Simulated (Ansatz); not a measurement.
# Sn: the cost of one run

Computed with Ansatz 0.2.0 (DFT PBE, scalar-relativistic, plane waves, PAW, unless a step's input says otherwise).

3 further runs of the same task are left out: 1 that didn't finish, 2 set aside as unsound or not needed.

### Step 1. The system as given

The structure is tetragonal, space group I4_1/amd (No. 141). The conventional cell has a = 5.929 Å, b = 5.929 Å, c = 3.233 Å, α = 90.00°, β = 90.00°, γ = 90.00°. Sn (site symmetry -4m2) has 6 Sn at 3.07 to 3.23 Å as nearest neighbours.

Coordinates:

```
CELL_PARAMETERS angstrom
-2.96432 2.96432 1.61635
2.96432 -2.96432 1.61635
2.96432 2.96432 -1.61635
ATOMIC_POSITIONS crystal
Sn 0.75000 0.25000 0.50000
Sn 0.00000 0.00000 0.00000
```

It goes back to an entry of the Materials Project.

This cell was relaxed beforehand with the same method: volume 28.41 Å³/atom, gap on the mesh none (metal).

### Step 2. The undisturbed cell

The input, input.yaml:

```yaml
crystal:
  lattice:
    - [-2.9643162537, 2.9643162537, 1.6163469653]
    - [2.9643162537, -2.9643162537, 1.6163469653]
    - [2.9643162537, 2.9643162537, -1.6163469653]
  atoms:
    - { symbol: Sn, position: [0.75, 0.25, 0.5] }
    - { symbol: Sn, position: [0.0, 0.0, 0.0] }
basis:
  ecutwfc: 420
kpoints:
  mp_grid: { grid: [22, 22, 22] }
hamiltonian:
  xc: pbe
scf:
  occupations: { method: gaussian, width: 0.15 }
output:
  forces: true
  stress: true
  eigenvalues: true
  write_density: true
  write_potential: true
  elf: true
  volumetric_format: npy
```

On the command line:

```
ansatz run input.yaml --threads 2 --pin off --max-ram 5120MiB --backend cpu --events-out ev --progress --plain --runs-dir out
```

Q: Estimate wall time and peak memory on 2 threads of Intel Xeon Platinum 8375C at 2.90GHz (Ice Lake), shared host.

About 24 s, with a peak of 0.9 GiB.
